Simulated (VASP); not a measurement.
A run of VASP 6.6.1 is set up as follows.

The input INCAR:

```
SYSTEM = TePb
PREC = Accurate
ENCUT = 600
EDIFF = 1E-6
ISMEAR = -1
SIGMA = 0.05
LREAL = .FALSE.
LASPH = .TRUE.
NELM = 80
ALGO = Normal
ISIF = 3
LWAVE = .FALSE.
LCHARG = .FALSE.
GGA = BO
LUSE_VDW = .TRUE.
AGGAC = 0.0
PARAM1 = 0.1833333333
PARAM2 = 0.22
IBRION = 2
NSW = 40
EDIFFG = -0.02
```

The input KPOINTS:

```
Automatic mesh
0
G
  7 7 7
  0 0 0
```

The input POSCAR:

```
TePb
1.0
    0.0000000000      3.2310000000      3.2310000000
    3.2310000000      0.0000000000      3.2310000000
    3.2310000000      3.2310000000      0.0000000000
Pb Te
1 1
Direct
    0.0000000000      0.0000000000      0.0000000000
    0.5000000000      0.5000000000      0.5000000000
```

Potentials or basis: VASP PAW PBE potentials, release 64 (Pb_d, Te).

Command:

```bash
$ cat potpaw_PBE.64/Pb_d/POTCAR potpaw_PBE.64/Te/POTCAR > POTCAR
$ mpirun -np 1 vasp_std > vasp.out
```

(1) What does it give for the relaxed cell?

(2) What does it give for the relaxed volume?

Answers

(1) a = 4.634 Å, b = 4.634 Å, c = 4.634 Å, α = 60.00°, β = 60.00°, γ = 60.00°.

(2) 35.18 Å³/atom.

Caveat: the PAW data sets were made with another functional, which shifts forces and pressure a little.
